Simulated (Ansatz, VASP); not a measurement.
CoSi: VASP beside Ansatz

File INCAR:

```
  ALGO = Normal
  EDIFF = 1E-6
  ENCUT = 520
  GGA = PE
  ISIF = 2
  ISMEAR = -1
  ISPIN = 2
  LASPH = True
  LCHARG = False
  LMAXMIX = 4
  LORBIT = 11
  LREAL = False
  LWAVE = False
  MAGMOM = 0.6 0
  NBANDS = 18
  NELM = 150
  PREC = Accurate
  SIGMA = 0.03
```

KPOINTS

```
k-points
0
Gamma
  12 12 12
```

POSCAR

```
CoSi
1.0
    2.7813340000      0.0000000000      0.0000000000
    0.0000000000      2.7813340000      0.0000000000
    0.0000000000      0.0000000000      2.7813340000
Co Si
1 1
Direct
    0.0000000000      0.0000000000      0.0000000000
    0.5000000000      0.5000000000      0.5000000000
```

Input for Ansatz:

```yaml
crystal:
  lattice:
    - [2.781334, 0.0, 0.0]
    - [0.0, 2.781334, 0.0]
    - [0.0, 0.0, 2.781334]
  atoms:
    - { symbol: Co, position: [0.0, 0.0, 0.0], spin: 0.6 }
    - { symbol: Si, position: [0.5, 0.5, 0.5] }
magnetization:
  spin_polarized: true
kpoints:
  mp_grid: { grid: [12, 12, 12] }
  band_path:
    path:
      - [0.0, 0.0, 0.0]
      - [0.0, 0.5, 0.0]
      - [0.5, 0.5, 0.0]
      - [0.0, 0.0, 0.0]
      - [0.5, 0.5, 0.5]
      - [0.0, 0.5, 0.0]
      - [0.5, 0.5, 0.5]
      - [0.5, 0.5, 0.0]
    npoints: 8
scf:
  occupations: { method: fermi_dirac, width: 0.03 }
  lower_state_search: "off"
hamiltonian:
  xc: pbe
  pseudopotentials: { kind: paw }
output:
  eigenvalues: false
  eigenstates:
    nscf_kmesh: { grid: [12, 12, 12] }
    top_band: c20
    exchange_couplings: { magnetic: [{ species: Co }] }
  write_density: true
  write_potential: true
  elf: true
  volumetric_format: npy
```

Alike in both runs: task single point; functional PBE; k mesh 12 × 12 × 12; occupations fermi-dirac, width 0.03 eV; collinear spin.

|  | VASP | Ansatz |
| --- | --- | --- |
| version | VASP 6.6.1 | Ansatz 0.2.0 |
| potentials or method | VASP PAW PBE potentials, release 64 (Co, Si) | PAW with Ansatz's default frozen-core files, scalar-relativistic |
| plane-wave cutoff (eV) | 520 | 420 |
| valence electrons in the cell | 13 | 21 |

|  | VASP | Ansatz | Ansatz less VASP |
| --- | --- | --- | --- |
| net moment per atom (μB) | 0.30 | 0.31 | +0.009 |
| size of the moment on the site where the two differ most (μB) | 0.59 | 0.62 | +0.025 |

Site moments also hang on the region over which each program counts them. The two sets of potentials don't hold the same shells in valence.
